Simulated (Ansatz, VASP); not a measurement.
## One calculation of InSb2As3, two programs

```
In Sb As
1.0
     0.00000    5.37509    5.37509
     5.37509    0.00000    5.37509
     5.37509    5.37509    0.00000
In Sb As
2 4 6
Direct
  0.00000 0.00000 0.00000
  0.25000 0.25000 0.25000
  0.62500 0.62500 0.62500
  0.62500 0.62500 0.12500
  0.62500 0.12500 0.62500
  0.12500 0.62500 0.62500
  0.12500 0.12500 0.12500
  0.12500 0.12500 0.62500
  0.12500 0.62500 0.12500
  0.62500 0.12500 0.12500
  0.75000 0.75000 0.75000
  0.50000 0.50000 0.50000
```

Alike in both runs: task single point; functional PBE; k mesh 4 × 4 × 4; occupations gaussian, width 0.1 eV; no spin polarisation.

|  | VASP | Ansatz |
| --- | --- | --- |
| version | VASP 6.6.1 | Ansatz 0.2.0 |
| potentials or method | VASP PAW PBE potentials, release 64 (In_d, Sb, As) | scalar-relativistic, plane waves, PAW |
| plane-wave cutoff (eV) | 520 | 420 |
| valence electrons in the cell | 76 | 176 |

```tsv
	VASP	Ansatz	Ansatz less VASP
gap on the k mesh at the Fermi level (eV)	none	none	-
pressure (GPa)	24.3	24.0	-0.34
```

A gap of «none» marks a metal or a gap that the smearing closes. The two sets of potentials don't hold the same shells in valence.

Caveats: so large a pressure means that the cell lies far from this level's equilibrium, or that cutoff or potentials fall short (VASP). Spin-orbit coupling is left out, which matters for the levels of Sb.
